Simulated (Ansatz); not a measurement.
Theory: Ansatz, DFT PBE, scalar-relativistic, plane waves, PAW. Settings: cutoff 420 eV, Γ-centred meshes spaced at most about 0.3 Å⁻¹, and about 0.25 Å⁻¹ or finer for metals (2π included), Gaussian smearing. No spin polarisation.

These are static total energies at zero pressure.

Two relaxed structures of CdH6:

1.

```
Cd H
1.0
     3.85507    0.00000    0.00000
     0.00000    3.85507    0.00000
     0.00000    0.00000    7.40941
Cd H
1 6
Direct
  0.50000 0.50000 0.50000
  0.90302 0.50000 0.00000
  0.09698 0.50000 0.00000
  0.50000 0.90302 0.00000
  0.50000 0.09698 0.00000
  0.00000 0.50000 0.50000
  0.50000 0.00000 0.50000
```

2.

```
Cd H
1.0
     3.27150    1.88880    6.83929
    -3.27150    1.88880    6.83929
     0.00000   -3.77761    6.83929
Cd H
1 6
Cartesian
  0.0000 0.0000 0.0000
  1.4612 -2.8582 9.9271
  -3.2058 0.1637 9.9271
  1.7447 2.6945 9.9271
  -1.4612 2.8582 10.5907
  3.2058 -0.1637 10.5907
  -1.7447 -2.6945 10.5907
```

Question: Which would you expect to be lower, and how large is the difference?

Answer: Cell 2 is lower, by 101 meV/atom. Cell 1 has space group P4/mmm (No. 123), 15.7 Å³/atom and no gap on its mesh; cell 2 has space group R-3 (No. 148), 36.2 Å³/atom and a gap of 3.55 eV. Counting H atoms around Cd (those within 1.25 times the shortest such distance or 1.15 times the sum of covalent radii; a plus sign parts nearer from farther groups; the shortest distance is added where it is long for a bond), cell 1 has Cd 4 and cell 2 has Cd 6+6 from 3.5 Å. Cell 1 and cell 2 both hold H–H pairs as short as in free H₂ molecules. Even the lower one lies +0.10 eV/atom against the reference forms of the elements (uncorrected), a margin that errors in the energy of the gaseous reference can exceed. In cell 1, around Cd lie 4 H at 1.93 Å; H on a site of symmetry m2m is surrounded by 1 H at 0.75 Å; around H on a site of symmetry mmm lie 2 Cd at 1.93 Å. In cell 2, Cd is surrounded by 6 H at 3.54 Å and 6 H at 4.28 Å (long contacts); H is surrounded by 1 H at 0.75 Å, 2 H at 2.99 Å, 2 H at 3.28 Å, 2 H at 3.41 Å, 1 Cd at 3.54 Å, 2 H at 3.56 Å and 1 Cd at 4.28 Å. Both come from invented guesses. Shaken at random and relaxed again, cell 2 came back. Checks on cell 2: imaginary modes at Γ (to 55i cm⁻¹).

Weakly bound directions are ill-defined at this level, which has no dispersion term (P4/mmm, R-3), and this can change margins and order among such cells. Kohn–Sham gaps at this level usually fall short of measured ones. With hydrogen, zero-point motion can shift such differences by 10 meV/atom or more. Cells without such a test can be saddle points.
